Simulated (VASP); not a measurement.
# InP (F-43m) in VASP: a series of runs

Runs on InP. Level: r2SCAN+D4. Tasks: single point.

All numbers are computed with VASP 6.6.1; they aren't measurements. Logs are shortened: lines on timing, memory, paths and dates and some standing lists are left out, and cuts for length are marked.

**What was measured.**

From a printed reference work, data compilation, for a bulk crystal of InP at 1.6 K: band gap 1.4236 eV (direct).

How close the calculation comes is told below.

## Step 1: The cell of the first run

Symmetry: F-43m, No. 216, cubic system. The conventional cell has a = 5.874 Å, b = 5.874 Å, c = 5.874 Å, α = 90.00°, β = 90.00°, γ = 90.00°. Within 3.4 Å of In (site symmetry -43m) lie 4 P at 2.54 Å. Within 3.4 Å of P (site symmetry -43m) lie 4 In at 2.54 Å.

## Step 2: Single point, r2SCAN+D4

POSCAR

```
InP
1.0
    0.0000000000      2.9368963350      2.9368963350
    2.9368963350      0.0000000000      2.9368963350
    2.9368963350      2.9368963350      0.0000000000
In P
1 1
Direct
    0.0000000000      0.0000000000      0.0000000000
    0.7500000000      0.7500000000      0.7500000000
```

INCAR.step1

```
PREC = Accurate ; ENCUT = 520
ISMEAR = 0 ; SIGMA = 0.05
LREAL = False ; LASPH = True
NELM = 100 ; NBANDS = 16
GGA = PE ; ALGO = Normal
EDIFF = 1E-4 ; LWAVE = True
LCHARG = False
```

INCAR.step2

```
PREC = Accurate ; ENCUT = 520
EDIFF = 1E-7 ; ISMEAR = 0
SIGMA = 0.05 ; LREAL = False
LASPH = True ; NELM = 100
ALGO = Normal ; ISIF = 2
LWAVE = False ; LCHARG = True
METAGGA = R2SCAN ; LMIXTAU = True
IVDW = 13 ; VDW_S6 = 1.0
VDW_S8 = 0.6018749 ; VDW_A1 = 0.51559235
VDW_A2 = 5.77342911 ; LELF = True
LVHAR = True ; NBANDS = 16
ISTART = 1
```

KPOINTS

```
Automatic mesh
0
Gamma
  8 8 8
```

Potentials or basis: VASP PAW PBE potentials, release 64 (In_d, P).

Run with:

```bash
$ cat potpaw_PBE.64/In_d/POTCAR potpaw_PBE.64/P/POTCAR > POTCAR
$ cp INCAR.step1 INCAR
$ mpirun -np 1 vasp_std > vasp.out
$ cp INCAR.step2 INCAR
$ mpirun -np 1 vasp_std > vasp.out
```

OUTCAR:

```text
PREC = Accurate
   ENCUT = 520
   EDIFF = 1E-7
   ISMEAR = 0
   LREAL = False
   LASPH = True
   NELM = 100
   ISIF = 2
   METAGGA = R2SCAN
   IVDW = 13
   ISTART = 1

 ion  position               nearest neighbor table
   1  0.000  0.000  0.000-   2 2.54   2 2.54   2 2.54   2 2.54
   2  0.750  0.750  0.750-   1 2.54   1 2.54   1 2.54   1 2.54

  LATTYP: Found a face centered cubic cell.
 ALAT       =     5.8737926700

  Lattice vectors:

 A1 = (   0.0000000000,   2.9368963350,   2.9368963350)
 A2 = (   2.9368963350,   0.0000000000,   2.9368963350)
 A3 = (   2.9368963350,   2.9368963350,   0.0000000000)

Analysis of symmetry for initial positions (statically):
=====================================================================
 Subroutine PRICEL returns:
 Original cell was already a primitive cell.

 Routine SETGRP: Setting up the symmetry group for a
 face centered cubic supercell.

 Subroutine GETGRP returns: Found 24 space group operations
 (whereof 24 operations were pure point group operations)
 out of a pool of 48 trial point group operations.

The static configuration has the point symmetry T_d .

Analysis of symmetry for dynamics (positions and initial velocities):
=====================================================================
 Subroutine PRICEL returns:
 Original cell was already a primitive cell.

 Routine SETGRP: Setting up the symmetry group for a
 face centered cubic supercell.

 Subroutine GETGRP returns: Found 24 space group operations
 (whereof 24 operations were pure point group operations)
 out of a pool of 48 trial point group operations.

The dynamic configuration has the point symmetry T_d .

 Subroutine INISYM returns: Found 24 space group operations
 (whereof 24 operations are pure point group operations),
 and found     1 'primitive' translations

----------------------------------------------------------------------------------------

                                     Primitive cell

  volume of cell :      50.6636

  direct lattice vectors                    reciprocal lattice vectors
     0.000000000  2.936896335  2.936896335    -0.170247752  0.170247752  0.170247752
     2.936896335  0.000000000  2.936896335     0.170247752 -0.170247752  0.170247752
     2.936896335  2.936896335  0.000000000     0.170247752  0.170247752 -0.170247752

  length of vectors
     4.153398628  4.153398628  4.153398628     0.294877757  0.294877757  0.294877757

  position of ions in fractional coordinates (direct lattice)
     0.000000000  0.000000000  0.000000000
     0.750000000  0.750000000  0.750000000

  ion indices of the primitive-cell ions
   primitive index   ion index
                 1           1
                 2           2

----------------------------------------------------------------------------------------

 KPOINTS: Automatic mesh

Automatic generation of k-mesh.
 Grid dimensions read from file:
 generate k-points for:    8    8    8

 Generating k-lattice:

  Cartesian coordinates                     Fractional coordinates (reciprocal lattice)
    -0.021280969  0.021280969  0.021280969     0.125000000  0.000000000  0.000000000
     0.021280969 -0.021280969  0.021280969     0.000000000  0.125000000  0.000000000
     0.021280969  0.021280969 -0.021280969     0.000000000  0.000000000  0.125000000

  Length of vectors
     0.036859720  0.036859720  0.036859720

  Shift w.r.t. Gamma in fractional coordinates (k-lattice)
     0.000000000  0.000000000  0.000000000

 Subroutine IBZKPT returns following result:
 ===========================================

 Found     29 irreducible k-points:

 Following reciprocal coordinates:
            Coordinates               Weight
  0.000000  0.000000  0.000000      1.000000
  0.125000  0.000000  0.000000      8.000000
  0.250000  0.000000  0.000000      8.000000
  0.375000  0.000000  0.000000      8.000000
  0.500000  0.000000  0.000000      4.000000
  0.125000  0.125000  0.000000      6.000000
[... 16 lines left out ...]
  0.500000  0.250000  0.125000     48.000000
 -0.375000  0.250000  0.125000     24.000000
 [... further k-points ...]
   k-points           NKPTS =     29   k-points in BZ     NKDIM =     29   number of bands    NBANDS=     16
   number of dos      NEDOS =    301   number of ions     NIONS =      2
   total plane-waves  NPLWV =  32768
   dimension x,y,z NGX =    32 NGY =   32 NGZ =   32
   dimension x,y,z NGXF=    64 NGYF=   64 NGZF=   64
   ions per type =               1   1
   NGX,Y,Z   is equivalent  to a cutoff of  12.81, 12.81, 12.81 a.u.
   NGXF,Y,Z  is equivalent  to a cutoff of  25.62, 25.62, 25.62 a.u.
 SYSTEM =  unknown system
   PREC   = accura    normal or accurate (medium, high low for compatibility)
   ISTART =      1    job   : 0-new  1-cont  2-samecut
   ICHARG =      0    charge: 1-file 2-atom 10-const
   ISPIN  =      1    spin polarized calculation?
   LNONCOLLINEAR =      F non collinear calculations
   LSORBIT =      F    spin-orbit coupling
   LASPH  =      T    aspherical Exc in radial PAW
   ENCUT  =  520.0 eV  38.22 Ry    6.18 a.u.   7.72  7.72  7.72*2*pi/ulx,y,z
   NELM   =    100;   NELMIN=  2; NELMDL=  0     # of ELM steps
   EDIFF  = 0.1E-06   stopping-criterion for ELM
   LREAL  =      F    real-space projection
   EDIFFG = 0.1E-05   stopping-criterion for IOM
   NSW    =      0    number of steps for IOM
   IBRION =     -1    ionic relax: 0-MD 1-quasi-New 2-CG
   NFREE  =      0    steps in history (QN), initial steepest desc. (CG)
   ISIF   =      2    stress and relaxation
   ISYM   =      2    0-nonsym 1-usesym 2-fastsym
   POTIM  = 0.5000    time-step for ionic-motion
   TEBEG  =    0.0;   TEEND  =   0.0 temperature during run
   PSTRESS=    0.0 pullay stress
   NELECT =      18.0000    total number of electrons
   NUPDOWN=      -1.0000    fix difference up-down
   EMIN   =  10.00;   EMAX   =-10.00  energy-range for DOS
   EFERMI =   0.00;   METHOD = LEGACY
   ISMEAR =     0;   SIGMA  =   0.05  broadening in eV -4-tet -1-fermi 0-gaus
   EFERMI_NEDOS =   21; number of points for ismear=-14 and -15
   IALGO  =     38    algorithm
   IMIX   =      4    mixing-type and parameters
     AMIX     =   0.40;   BMIX     =  1.00
     AMIX_MAG =   1.60;   BMIX_MAG =  1.00
  volume/ion in A,a.u.               =      25.33       170.95
  Fermi-wavevector in a.u.,A,eV,Ry     =   1.159490  2.191119 18.291908  1.344417
  Thomas-Fermi vector in A             =   2.296082
   LORBIT       =      0    0 simple, 1 ext, 2 COOP (PROOUT), +10 PAW based schemes
   METAGGA = R2SCAN    functional components
   LHFCALC =     F    Hartree Fock is set to
   AEXX    =    0.0000 exact exchange contribution
   IVDW    =    13    specifies the selected vdW correction
   LEPSILON=     F    determine dielectric tensor
   LRPA    =     F    only Hartree local field effects (RPA)
 non-spin polarized calculation
 Gauss-broadening in eV      SIGMA  =   0.05
  energy-cutoff  :      520.00
  volume of cell :       50.66
 maximum number of plane-waves:      1384
   NGX = 15   NGY = 15   NGZ = 15

 number of electron      18.0000007 magnetization

 Free energy of the ion-electron system (eV)
  ---------------------------------------------------
  ext. energy  EPLUGINS =         0.00000000
  ---------------------------------------------------
  free energy    TOTEN  =       -32.29448612 eV

  energy without entropy =      -32.29448612  energy(sigma->0) =      -32.29448612

 E-fermi :   5.1541     XC(G=0):  -9.8510

 val. band max:        4.9402483461   @ k =   0.0000   0.0000   0.0000
 cond. band min:       6.0711120290   @ k =   0.0000   0.0000   0.0000
 fundamental gap:      1.1308636829
 Fermi energy:         5.1541237100

 k-point     1 :       0.0000    0.0000    0.0000
  band No.  band energies     occupation
      1      -9.7025      2.00000
      2      -9.7025      2.00000
      3      -9.7025      2.00000
      4      -9.5267      2.00000
      5      -9.5267      2.00000
      6      -7.0141      2.00000
[... 8 lines left out ...]
     15      14.8519      0.00000
     16      14.8519      0.00000

 k-point     2 :       0.1250    0.0000    0.0000
  band No.  band energies     occupation
      1      -9.7238      2.00000
      2      -9.6946      2.00000
      3      -9.6946      2.00000
      4      -9.5265      2.00000
      5      -9.5265      2.00000
      6      -6.8273      2.00000
[... 8 lines left out ...]
     15      14.2006      0.00000
     16      14.8298      0.00000

 k-point     3 :       0.2500    0.0000    0.0000
  band No.  band energies     occupation
      1      -9.7719      2.00000
      2      -9.6774      2.00000
      3      -9.6774      2.00000
      4      -9.5240      2.00000
      5      -9.5240      2.00000
      6      -6.3082      2.00000
[... 8 lines left out ...]
     15      13.9811      0.00000
     16      14.5719      0.00000

 k-point     4 :       0.3750    0.0000    0.0000
  band No.  band energies     occupation
      1      -9.8164      2.00000
      2      -9.6638      2.00000
      3      -9.6638      2.00000
      4      -9.5177      2.00000
      5      -9.5177      2.00000
      6      -5.6189      2.00000
[... 8 lines left out ...]
     15      14.9737      0.00000
     16      14.9737      0.00000

 k-point     5 :       0.5000    0.0000    0.0000
  band No.  band energies     occupation
      1      -9.8339      2.00000
      2      -9.6594      2.00000
      3      -9.6594      2.00000
      4      -9.5137      2.00000
      5      -9.5137      2.00000
      6      -5.2296      2.00000
[... 8 lines left out ...]
     15      16.1609      0.00000
     16      16.1609      0.00000

 k-point     6 :       0.1250    0.1250    0.0000
  band No.  band energies     occupation
      1      -9.7389      2.00000
      2      -9.6869      2.00000
      3      -9.6869      2.00000
      4      -9.5329      2.00000
      5      -9.5213      2.00000
      6      -6.7658      2.00000
[... 8 lines left out ...]
     15      15.0028      0.00000
     16      15.2616      0.00000

 k-point     7 :       0.2500    0.1250    0.0000
  band No.  band energies     occupation
      1      -9.7779      2.00000
      2      -9.6722      2.00000
      3      -9.6689      2.00000
      4      -9.5372      2.00000
      5      -9.5161      2.00000
      6      -6.3575      2.00000
[... 8 lines left out ...]
     15      14.8926      0.00000
     16      15.8940      0.00000

 k-point     8 :       0.3750    0.1250    0.0000
  band No.  band energies     occupation
      1      -9.8171      2.00000
      2      -9.6603      2.00000
      3      -9.6537      2.00000
      4      -9.5339      2.00000
      5      -9.5112      2.00000
      6      -5.7100      2.00000
[... 8 lines left out ...]
     15      15.4893      0.00000
     16      15.5490      0.00000

 k-point     9 :       0.5000    0.1250    0.0000
  band No.  band energies     occupation
      1      -9.8385      2.00000
      2      -9.6548      2.00000
      3      -9.6484      2.00000
      4      -9.5243      2.00000
      5      -9.5115      2.00000
      6      -5.1605      2.00000
[... 8 lines left out ...]
     15      16.1876      0.00000
     16      16.1980      0.00000
[... 172 lines left out ...]
 k-point    19 :       0.5000    0.3750    0.0000
  band No.  band energies     occupation
      1      -9.8903      2.00000
      2      -9.6061      2.00000
      3      -9.6001      2.00000
      4      -9.5693      2.00000
      5      -9.4950      2.00000
      6      -4.6978      2.00000
[... 8 lines left out ...]
     15      16.4145      0.00000
     16      17.5811      0.00000

 k-point    20 :      -0.3750    0.3750    0.0000
  band No.  band energies     occupation
      1      -9.8764      2.00000
      2      -9.6223      2.00000
      3      -9.6071      2.00000
      4      -9.5546      2.00000
      5      -9.5051      2.00000
      6      -4.5709      2.00000
[... 8 lines left out ...]
     15      15.3556      0.00000
     16      18.5501      0.00000

 k-point    21 :       0.5000    0.5000    0.0000
  band No.  band energies     occupation
      1      -9.9044      2.00000
      2      -9.5917      2.00000
      3      -9.5917      2.00000
      4      -9.5790      2.00000
      5      -9.4898      2.00000
      6      -4.5589      2.00000
[... 8 lines left out ...]
     15      16.2687      0.00000
     16      17.3511      0.00000

 k-point    22 :       0.3750    0.2500    0.1250
  band No.  band energies     occupation
      1      -9.8137      2.00000
      2      -9.6567      2.00000
      3      -9.6500      2.00000
      4      -9.5423      2.00000
      5      -9.5110      2.00000
      6      -5.8789      2.00000
[... 8 lines left out ...]
     15      15.6812      0.00000
     16      17.1976      0.00000

 k-point    23 :       0.5000    0.2500    0.1250
  band No.  band energies     occupation
      1      -9.8406      2.00000
      2      -9.6495      2.00000
      3      -9.6344      2.00000
      4      -9.5386      2.00000
      5      -9.5108      2.00000
      6      -5.2500      2.00000
[... 8 lines left out ...]
     15      16.3903      0.00000
     16      16.9333      0.00000

 k-point    24 :      -0.3750    0.2500    0.1250
  band No.  band energies     occupation
      1      -9.8504      2.00000
      2      -9.6482      2.00000
      3      -9.6287      2.00000
      4      -9.5328      2.00000
      5      -9.5135      2.00000
      6      -4.9030      2.00000
[... 8 lines left out ...]
     15      16.2142      0.00000
     16      16.8929      0.00000

 [... further k-points ...]

------------------------ aborting loop because EDIFF is reached ----------------------------------------

  DFT-D4 for vdW energy calculation

  Edisp (eV):   -0.23696

  FORCE on cell =-STRESS in cart. coord.  units (eV):
  Direction    XX          YY          ZZ          XY          YZ          ZX
  --------------------------------------------------------------------------------------
  -------------------------------------------------------------------------------------
  Total       0.12307     0.12307     0.12307     0.00000     0.00000    -0.00000
  in kB       3.89207     3.89207     3.89207     0.00000     0.00000    -0.00000
  external pressure =        3.89 kB  Pullay stress =        0.00 kB

 VOLUME and BASIS-vectors are now :
 -----------------------------------------------------------------------------
  energy-cutoff  :      520.00
  volume of cell :       50.66
      direct lattice vectors                 reciprocal lattice vectors
     0.000000000  2.936896335  2.936896335    -0.170247752  0.170247752  0.170247752
     2.936896335  0.000000000  2.936896335     0.170247752 -0.170247752  0.170247752
     2.936896335  2.936896335  0.000000000     0.170247752  0.170247752 -0.170247752

 POSITION                                       TOTAL-FORCE (eV/Angst)
 -----------------------------------------------------------------------------------
      0.00000      0.00000      0.00000        -0.000000     -0.000000      0.000000
      4.40534      4.40534      4.40534         0.000000      0.000000     -0.000000
 -----------------------------------------------------------------------------------
    total drift:                                0.000002      0.000002      0.000002

  FREE ENERGIE OF THE ION-ELECTRON SYSTEM (eV)
  ---------------------------------------------------
  free  energy   TOTEN  =       -32.5314498235 eV

  energy  without entropy=      -32.5314498235  energy(sigma->0) =      -32.53144982
```

Run time: 99 s. Hardware: 1 thread of Intel Xeon 8259CL, shared host; peak memory 0.2 GiB.

Results:

```
Free energy                : -32.5314 eV
Pressure                   : 0.4 GPa
Band gap on the k mesh     : 1.13 eV, direct
Dispersion energy per atom : -0.118 eV
```

Levels at points of the mesh, in eV from the valence-band top:
| k point | band 6 | band 7 | band 8 | band 9 | band 10 | band 11 | band 12 | band 13 |
| --- | --- | --- | --- | --- | --- | --- | --- | --- |
| (0.00, 0.00, 0.00) | -11.95 | 0.00 | 0.00 | 0.00 | 1.13 | 4.44 | 4.44 | 4.44 |
| (0.50, 0.00, 0.00) | -10.17 | -5.85 | -1.00 | -1.00 | 1.85 | 5.16 | 5.16 | 7.54 |
| (0.50, 0.50, 0.00) | -9.50 | -5.85 | -2.39 | -2.39 | 2.02 | 2.55 | 9.84 | 10.27 |

Caveat: the PAW data sets were made with another functional, which shifts forces and pressure a little; spin-orbit coupling is left out, which moves the levels of the heavy elements.

[end of part 1 of 2]
